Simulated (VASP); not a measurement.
A run of VASP 6.6.1:

INCAR

```
PREC = Accurate
ENCUT = 600
EDIFF = 1E-7
ISMEAR = -1
SIGMA = 0.05
LREAL = F
LASPH = T
NELM = 60
ALGO = Fast
ISIF = 3
LWAVE = F
LCHARG = F
GGA = CX
LUSE_VDW = T
AGGAC = 0.0
IBRION = 2
NSW = 40
EDIFFG = -0.01
```

KPOINTS

```
regular mesh
0
Gamma
  9 9 9
```

Contents of POSCAR:

```
ZrS
1.0
    0.0000000000      2.6250000000      2.6250000000
    2.6250000000      0.0000000000      2.6250000000
    2.6250000000      2.6250000000      0.0000000000
Zr S
1 1
Direct
    0.0000000000      0.0000000000      0.0000000000
    0.5000000000      0.5000000000      0.5000000000
```

Potentials or basis: VASP PAW PBE potentials, release 64 (Zr_sv, S).

Launch:

```sh
$ cat potpaw_PBE.64/Zr_sv/POTCAR potpaw_PBE.64/S/POTCAR > POTCAR
$ mpirun -np 1 vasp_std > vasp.out
```

Hardware: 1 thread of Intel(R) Xeon(R) 6975P-C (Granite Rapids), on a shared host.

Question: Estimate the wall time of this run.

Answer: Wall time 4.1 min on 1 thread of Intel(R) Xeon(R) 6975P-C (Granite Rapids) (shared host), peak memory 0.36 GiB. Counts: scf iterations 66, k points 35, ion steps 3.
